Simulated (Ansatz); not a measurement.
## PtSe2 (Sudovikovite): band structure with PBE

PtSe2 (Sudovikovite):

```
Pt Se
1.0
     3.72400    0.00000    0.00000
    -1.86200    3.22508    0.00000
     0.00000    0.00000    5.06200
Pt Se
1 2
Cartesian
  0.0000 0.0000 0.0000
  1.8620 1.0750 3.7965
  0.0000 2.1501 1.2655
```

```json
{"Program": "Ansatz 0.2.0", "Task": "band structure", "Functional": "PBE", "Potentials or basis": "Ansatz PAW earlier set", "Cutoff": "900 eV", "Density cutoff": "3600 eV", "k mesh": "8 × 8 × 5", "Occupations": "fermi-dirac, width 0.05 eV", "Spin": "no spin polarisation", "Path": "[[\"G\", \"M\", \"K\", \"G\", \"A\", \"L\", \"H\", \"A\"], [\"L\", \"M\"], [\"K\", \"H\"]]", "Points for each segment of the path": "14"}
```

```yaml
Pressure: 7.3 GPa
Largest_force: 0.595 eV/Å
Band_gap_on_the_k_mesh: none (metal or under the smearing width)
```

Forces in eV/Å, atoms in the order of the input:
```
Pt   0.000  0.000  0.000
Se   0.000  0.000 -0.595
Se   0.000  0.000  0.595
```

Stress tensor (GPa, compression positive):
```
7.97 0.00 0.00
0.00 7.97 0.00
0.00 0.00 6.10
```

Levels at the corners of the path, in eV from the Fermi level:
| point | band 22 | band 23 | band 24 | band 25 | band 26 | band 27 | band 28 | band 29 |
| --- | --- | --- | --- | --- | --- | --- | --- | --- |
| Γ | -2.65 | -1.13 | -1.13 | 0.35 | 1.41 | 1.41 | 3.56 | 4.16 |
| M | -3.60 | -3.57 | -3.49 | -3.04 | 0.62 | 2.31 | 4.74 | 5.79 |
| K | -3.85 | -2.74 | -1.90 | -1.90 | -0.02 | -0.02 | 4.02 | 7.57 |
| Γ | -2.65 | -1.13 | -1.13 | 0.35 | 1.41 | 1.41 | 3.56 | 4.16 |
| A | -3.00 | -1.78 | -1.56 | -1.56 | 2.26 | 2.26 | 4.76 | 6.29 |
| L | -3.59 | -3.29 | -2.91 | -1.44 | 0.94 | 1.49 | 4.52 | 4.73 |
| H | -4.24 | -3.74 | -2.58 | -2.58 | 1.96 | 1.96 | 6.49 | 7.25 |
| A | -3.00 | -1.78 | -1.56 | -1.56 | 2.26 | 2.26 | 4.76 | 6.29 |
| L | -3.59 | -3.29 | -2.91 | -1.44 | 0.94 | 1.49 | 4.52 | 4.73 |
| M | -3.60 | -3.57 | -3.49 | -3.04 | 0.62 | 2.31 | 4.74 | 5.79 |
| K | -3.85 | -2.74 | -1.90 | -1.90 | -0.02 | -0.02 | 4.02 | 7.57 |
| H | -4.24 | -3.74 | -2.58 | -2.58 | 1.96 | 1.96 | 6.49 | 7.25 |

Wall time 12 s on 2 threads of Intel(R) Xeon(R) CPU @ 2.60GHz (Ice Lake), with other jobs on the host, peak memory 0.73 GiB.

Caveat: spin-orbit coupling is left out, which moves the levels of the heavy elements.
